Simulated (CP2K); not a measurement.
# As (R-3m) in CP2K: further runs

Runs on As. Level: PBE. Tasks: band structure.

Program: CP2K 2026.2. These are calculated values, not measurements. Logs are shortened: lines on timing, memory, paths and dates and some standing lists are left out, and cuts for length are marked.

### 1 Starting point

It takes space group R-3m (No. 166, trigonal). The conventional cell has a = 3.762 Å, b = 3.762 Å, c = 10.542 Å, α = 90.00°, β = 90.00°, γ = 120.00°. As (site symmetry 3m) has 3 As at 2.51 Å as nearest neighbours.

### 2 Band structure, PBE

Input file as_bands.inp:

```
&GLOBAL
  PROJECT as_bands
  RUN_TYPE ENERGY_FORCE
  PRINT_LEVEL LOW
&END GLOBAL
&FORCE_EVAL
  METHOD QS
  STRESS_TENSOR ANALYTICAL
  &DFT
    BASIS_SET_FILE_NAME BASIS_MOLOPT
    POTENTIAL_FILE_NAME GTH_POTENTIALS
    &MGRID
      CUTOFF 450
      REL_CUTOFF 60
      NGRIDS 4
    &END MGRID
    &QS
      METHOD GPW
      EPS_DEFAULT 1.0E-9
    &END QS
    &KPOINTS
      SCHEME MONKHORST-PACK 9 9 9
      GAMMA_CENTERED T
      SYMMETRY T
      SYMMETRY_BACKEND SPGLIB
    &END KPOINTS
    &SCF
      SCF_GUESS ATOMIC
      EPS_SCF 1.0E-6
      MAX_SCF 100
      ADDED_MOS 10
      CHOLESKY OFF
      EPS_EIGVAL 1.0E-7
      &DIAGONALIZATION ON
        ALGORITHM STANDARD
      &END DIAGONALIZATION
      &MIXING ON
        METHOD BROYDEN_MIXING
        ALPHA 0.4
        BETA 1.5
        NBUFFER 8
      &END MIXING
      &SMEAR ON
        METHOD FERMI_DIRAC
        ELECTRONIC_TEMPERATURE [K] 580.226
      &END SMEAR
    &END SCF
    &XC
      &XC_FUNCTIONAL PBE
      &END XC_FUNCTIONAL
    &END XC
    &PRINT
      &KPOINTS ON
      &END KPOINTS
      &MULLIKEN ON
      &END MULLIKEN
      &MO ON
        ENERGIES T
        OCCUPATION_NUMBERS T
        &EACH
          QS_SCF 0
        &END EACH
        ADD_LAST NUMERIC
      &END MO
      &BAND_STRUCTURE
        FILE_NAME bands.bs
        ADDED_MOS 2
        &KPOINT_SET
          UNITS B_VECTOR
          NPOINTS 6
          SPECIAL_POINT GAMMA 0.00000000 0.00000000 0.00000000
          SPECIAL_POINT L 0.50000000 0.00000000 0.00000000
          SPECIAL_POINT B1 0.50000000 0.23032459 -0.23032459
        &END KPOINT_SET
        &KPOINT_SET
          UNITS B_VECTOR
          NPOINTS 6
          SPECIAL_POINT B 0.76967541 0.50000000 0.23032459
          SPECIAL_POINT Z 0.50000000 0.50000000 0.50000000
          SPECIAL_POINT GAMMA 0.00000000 0.00000000 0.00000000
          SPECIAL_POINT X 0.36516229 0.00000000 -0.36516229
        &END KPOINT_SET
        &KPOINT_SET
          UNITS B_VECTOR
          NPOINTS 6
          SPECIAL_POINT Q 0.63483771 0.36516229 0.00000000
          SPECIAL_POINT F 0.50000000 0.50000000 0.00000000
          SPECIAL_POINT P1 0.63483771 0.63483771 0.23032459
          SPECIAL_POINT Z 0.50000000 0.50000000 0.50000000
        &END KPOINT_SET
        &KPOINT_SET
          UNITS B_VECTOR
          NPOINTS 6
          SPECIAL_POINT L 0.50000000 0.00000000 0.00000000
          SPECIAL_POINT P 0.76967541 0.36516229 0.36516229
        &END KPOINT_SET
      &END BAND_STRUCTURE
    &END PRINT
  &END DFT
  &SUBSYS
    &CELL
      ABC 4.1310000000 4.1310000000 4.1310000000
      ALPHA_BETA_GAMMA 54.1670000003 54.1670000001 54.1670000003
      PERIODIC XYZ
    &END CELL
    &COORD
      As  2.0267180570 1.0363876458 0.7034081177
      As  6.9410609562 3.5493983976 2.4090171819
    &END COORD
    &KIND As
      BASIS_SET DZVP-MOLOPT-SR-GTH-q5
      POTENTIAL GTH-PBE-q5
    &END KIND
    &PRINT
      &ATOMIC_COORDINATES ON
      &END ATOMIC_COORDINATES
      &CELL ON
      &END CELL
    &END PRINT
  &END SUBSYS
  &PRINT
    &FORCES ON
    &END FORCES
    &STRESS_TENSOR ON
    &END STRESS_TENSOR
  &END PRINT
&END FORCE_EVAL
```

Potentials or basis: GTH_POTENTIALS As GTH-PBE-q5; DZVP-MOLOPT-SR-GTH basis.

Launch:

```bash
$ OMP_NUM_THREADS=1 cp2k.psmp -i as_bands.inp -o as_bands.out
```

as_bands.out:

```text

 CP2K| version string:                                       CP2K version 2026.2
 CP2K| Input file name                                              as_bands.inp

 GLOBAL| Force Environment number                                              1
 GLOBAL| Basis set file name                                        BASIS_MOLOPT
 GLOBAL| Potential file name                                      GTH_POTENTIALS
 GLOBAL| MM Potential file name                                     MM_POTENTIAL
 GLOBAL| Coordinate file name                                      __STD_INPUT__
 GLOBAL| Method name                                                        CP2K
 GLOBAL| Project name                                                   as_bands
 GLOBAL| Run type                                                   ENERGY_FORCE
 GLOBAL| FFT library                                                       FFTW3
[... 8 lines left out ...]
 GLOBAL| CPU model name                                                  UNKNOWN

 CELL| Volume [angstrom^3]:                                            43.060973
 CELL| Vector a [angstrom]:       4.131     0.000     0.000   |a| =     4.131000
 CELL| Vector b [angstrom]:       2.418     3.349     0.000   |b| =     4.131000
 CELL| Vector c [angstrom]:       2.418     1.237     3.112   |c| =     4.131000
 CELL| Angle (b,c), alpha [degree]:                                    54.167000
 CELL| Angle (a,c), beta  [degree]:                                    54.167000
 CELL| Angle (a,b), gamma [degree]:                                    54.167000
 CELL| Numerically orthorhombic:                                              NO
 CELL| Periodicity                                                           XYZ

 CELL_REF| Volume [angstrom^3]:                                        43.060973
 CELL_REF| Vector a [angstrom     4.131     0.000     0.000   |a| =     4.131000
 CELL_REF| Vector b [angstrom     2.418     3.349     0.000   |b| =     4.131000
 CELL_REF| Vector c [angstrom     2.418     1.237     3.112   |c| =     4.131000
 CELL_REF| Angle (b,c), alpha [degree]:                                54.167000
 CELL_REF| Angle (a,c), beta  [degree]:                                54.167000
 CELL_REF| Angle (a,b), gamma [degree]:                                54.167000
 CELL_REF| Numerically orthorhombic:                                          NO
 CELL_REF| Periodicity                                                       XYZ
[... 9 lines left out ...]
 TOTAL NUMBERS AND MAXIMUM NUMBERS

  Total number of            - Atomic kinds:                                   1
                             - Atoms:                                          2
                             - Shell sets:                                     2
                             - Shells:                                        10
                             - Primitive Cartesian functions:                  8
                             - Cartesian basis functions:                     28
                             - Spherical basis functions:                     26

  Maximum angular momentum of the orbital basis functions:                     2

 MODULE QUICKSTEP: ATOMIC COORDINATES IN ANGSTROM

   Atom Kind Element         X             Y             Z       Z(eff)     Mass
      1    1 As   33      2.026718      1.036388      0.703408   5.0000  74.9216
      2    1 As   33      6.941061      3.549398      2.409017   5.0000  74.9216

 SCF PARAMETERS         Density guess:                                    ATOMIC
                        --------------------------------------------------------
                        max_scf:                                             100
[... 7 lines left out ...]
                        --------------------------------------------------------
                        level_shift [a.u.]:                             0.000000
                        added MOs                                        10    0
                        --------------------------------------------------------
                        Mixing method:                            BROYDEN_MIXING
                                                charge density mixing in g-space
                        --------------------------------------------------------
                        Smear method:                                FERMI_DIRAC
                        Electronic temperature [K]:                        580.2
                        Electronic temperature [a.u.]:                  1.84E-03
                        Accuracy threshold:                             1.00E-10
                        --------------------------------------------------------
                        No outer SCF

[... 72 lines left out ...]
     4 Broy./Diag. 0.40E+00    0.7     0.00202829       -12.5997456482 -1.55E-02
     5 Broy./Diag. 0.40E+00    0.7     0.00218787       -12.6125098099 -1.28E-02
     6 Broy./Diag. 0.40E+00    0.7     0.00034837       -12.6189821383 -6.47E-03
     7 Broy./Diag. 0.40E+00    0.7     0.00003577       -12.6201095229 -1.13E-03
     8 Broy./Diag. 0.40E+00    0.7     0.00002252       -12.6204626940 -3.53E-04
     9 Broy./Diag. 0.40E+00    0.7     0.00000228       -12.6205215560 -5.89E-05
    10 Broy./Diag. 0.40E+00    0.7     0.00000860       -12.6204862050  3.54E-05
    11 Broy./Diag. 0.40E+00    0.7     0.00000109       -12.6204669979  1.92E-05
    12 Broy./Diag. 0.40E+00    0.7     0.00000018       -12.6204631266  3.87E-06

  *** SCF run converged in    12 steps ***

  Electronic density on regular grids:         -9.9999999999        0.0000000001
  Core density on regular grids:                9.9999999768       -0.0000000232
  Total charge density on r-space grids:       -0.0000000231
  Total charge density g-space grids:          -0.0000000231

  Overlap energy of the core charge distribution:               0.00000000188677
  Self energy of the core charge distribution:                -27.12449920902674
  Core Hamiltonian energy:                                      6.10432715391232
  Hartree energy:                                              11.56454038412245
  Exchange-correlation energy:                                 -3.16478045199405
  Electronic entropic energy:                                  -0.00005100557444
  Fermi energy:                                                 0.22466188830935

  Total energy:                                               -12.62046312663539
  Total energy (extrapolated to T->0):                        -12.62043762384817

 MO| EIGENVALUES AND OCCUPATION NUMBERS FOR K POINT 1
 MO|
 MO|  Index      Eigenvalue [a.u.]        Eigenvalue [eV]             Occupation
 MO|      1              -0.286609              -7.799039               2.000000
 MO|      2              -0.138820              -3.777471               2.000000
 MO|      3               0.156857               4.268296               2.000000
 MO|      4               0.156857               4.268296               2.000000
 MO|      5               0.200867               5.465871               1.999995
 MO|      6               0.254513               6.925643               0.000000
 MO|      7               0.254513               6.925645               0.000000
 MO|      8               0.294002               8.000195               0.000000
 MO|      9               0.563485              15.333198               0.000000
 MO|     10               0.607496              16.530806               0.000000
 MO|     11               0.607496              16.530813               0.000000
 MO|     12               0.705934              19.209430               0.000000
 MO|     13               0.739476              20.122167               0.000000
[... 271 lines left out ...]
 MO|      5               0.105033               2.858088               2.000000
 MO|      6               0.309053               8.409772               0.000000
 MO|      7               0.377575              10.274350               0.000000
 MO|      8               0.458343              12.472150               0.000000
 MO|      9               0.484031              13.171151               0.000000
 MO|     10               0.619319              16.852522               0.000000
 MO|     11               0.670201              18.237087               0.000000
 MO|     12               0.721167              19.623948               0.000000
 MO|     13               0.746509              20.313534               0.000000
 MO|     14               0.797863              21.710951               0.000000
 MO|     15               0.839033              22.831259               0.000000
 MO| Sum:                                                              10.000000
 MO| E(Fermi):            0.224662 a.u.          6.113361 eV
 MO| Band gap:            0.204021 a.u.          5.551684 eV

 [... the levels of further k-points ...]

 !-----------------------------------------------------------------------------!
                     Mulliken Population Analysis

 #  Atom  Element  Kind  Atomic population                           Net charge
       1     As       1          5.000000                              0.000000
       2     As       1          5.000000                             -0.000000
 # Total charge                             10.000000                  0.000000

 !-----------------------------------------------------------------------------!

 KPOINTS| Band Structure Calculation
 KPOINTS| Number of k-point sets                                               4
 KPOINTS| Number of added MOs/bands                                            2
 KPOINTS| Number of k-points in set    1                                      13
 KPOINTS| In units of b-vector [2pi/Bohr]
 KPOINTS| Special point     1       GAMMA     0.000000     0.000000     0.000000
 KPOINTS| Special point     2           L     0.500000     0.000000     0.000000
 KPOINTS| Special point     3          B1     0.500000     0.230325    -0.230325
 KPOINTS| Number of k-points in set    2                                      19
 KPOINTS| In units of b-vector [2pi/Bohr]
 KPOINTS| Special point     1           B     0.769675     0.500000     0.230325
 KPOINTS| Special point     2           Z     0.500000     0.500000     0.500000
 KPOINTS| Special point     3       GAMMA     0.000000     0.000000     0.000000
 KPOINTS| Special point     4           X     0.365162     0.000000    -0.365162
 KPOINTS| Number of k-points in set    3                                      19
 KPOINTS| In units of b-vector [2pi/Bohr]
 KPOINTS| Special point     1           Q     0.634838     0.365162     0.000000
 KPOINTS| Special point     2           F     0.500000     0.500000     0.000000
 KPOINTS| Special point     3          P1     0.634838     0.634838     0.230325
 KPOINTS| Special point     4           Z     0.500000     0.500000     0.500000
 KPOINTS| Number of k-points in set    4                                       7
 KPOINTS| In units of b-vector [2pi/Bohr]
 KPOINTS| Special point     1           L     0.500000     0.000000     0.000000
 KPOINTS| Special point     2           P     0.769675     0.365162     0.365162

 ENERGY| Total FORCE_EVAL ( QS ) energy [hartree]            -12.620462168816067

 FORCES| Atomic forces [hartree/bohr]
 FORCES|   Atom     x               y               z               |f|
 FORCES|      1  9.77021904E-03  4.99614185E-03  3.39093227E-03   1.14855141E-02
 FORCES|      2 -9.77021904E-03 -4.99614185E-03 -3.39093227E-03   1.14855141E-02
 FORCES| Sum    -7.88147325E-13 -2.28317365E-13 -3.41102147E-13
 FORCES| Total atomic force                                       8.88625737E-13

 STRESS| Analytical stress tensor [bar]
 STRESS|                        x                   y                   z
 STRESS|      x        4.06062975551E+04  -2.89262681225E+03  -1.96330837980E+03
 STRESS|      y       -2.89262681225E+03   4.47838094033E+04  -1.00399794321E+03
 STRESS|      z       -1.96330837980E+03  -1.00399794321E+03   4.55816628274E+04
 STRESS| 1/3 Trace                                             4.36572565953E+04
 STRESS| Determinant                                           8.22841146133E+13

 STRESS| Eigenvectors and eigenvalues of the analytical stress tensor [bar]
 STRESS|                        1                   2                   3
 STRESS| Eigenvalues   3.84456941480E+04   4.62629843623E+04   4.62630912755E+04
 STRESS|      x           0.850654125432     -0.510858374471     -0.124142177032
 STRESS|      y           0.434994650223      0.816551856287     -0.379503254626
 STRESS|      z           0.295240940864      0.268824826286      0.916823865096
```

Run time: 10 s. Hardware: 1 thread of Arm Neoverse V2, shared host; peak memory 0.25 GiB.

Results:

- Free energy: -343.4202 eV
- Pressure: 4.4 GPa
- Largest force: 0.591 eV/Å
- Band gap on the k mesh: none (metal or under the smearing width)

Forces in eV/Å, atoms in the order of the input:
```
As   0.502  0.257  0.174
As  -0.502 -0.257 -0.174
```

Levels at the corners of the path, in eV from the Fermi level:
```tsv
point	band 1	band 2	band 3	band 4	band 5	band 6	band 7	band 8	band 9	band 10
Γ	-15.09	-5.87	-2.37	-2.05	-2.05	1.57	2.91	2.91	7.42	7.42
L	-12.40	-11.15	-2.92	-2.84	-0.38	-0.33	0.40	1.40	9.81	10.70
B1	-11.83	-10.67	-5.94	-5.41	-1.42	1.29	5.41	5.61	7.39	7.71
B	-11.83	-10.67	-5.94	-5.41	-1.42	1.29	5.41	5.61	7.39	7.71
Z	-13.85	-10.01	-1.83	-1.83	-0.63	0.76	0.76	1.88	9.44	10.72
Γ	-15.09	-5.87	-2.37	-2.05	-2.05	1.57	2.91	2.91	7.42	7.42
X	-11.66	-10.91	-6.21	-3.58	-3.56	3.27	3.34	5.83	6.39	9.31
Q	-11.66	-10.91	-6.21	-3.58	-3.56	3.27	3.34	5.83	6.39	9.31
F	-12.36	-9.80	-6.00	-4.21	-4.17	1.59	5.50	7.33	7.64	10.82
P1	-12.36	-10.19	-6.16	-3.80	-3.04	2.31	3.87	6.43	7.38	10.20
Z	-13.85	-10.01	-1.83	-1.83	-0.63	0.76	0.76	1.88	9.44	10.72
L	-12.40	-11.15	-2.92	-2.84	-0.38	-0.33	0.40	1.40	9.81	10.70
P	-12.36	-10.19	-6.16	-3.80	-3.04	2.31	3.87	6.43	7.38	10.20
```

Caveat: the basis of atomic orbitals isn't converged, which shifts pressures, moduli and gaps.

(Continued in part 2 of 2.)
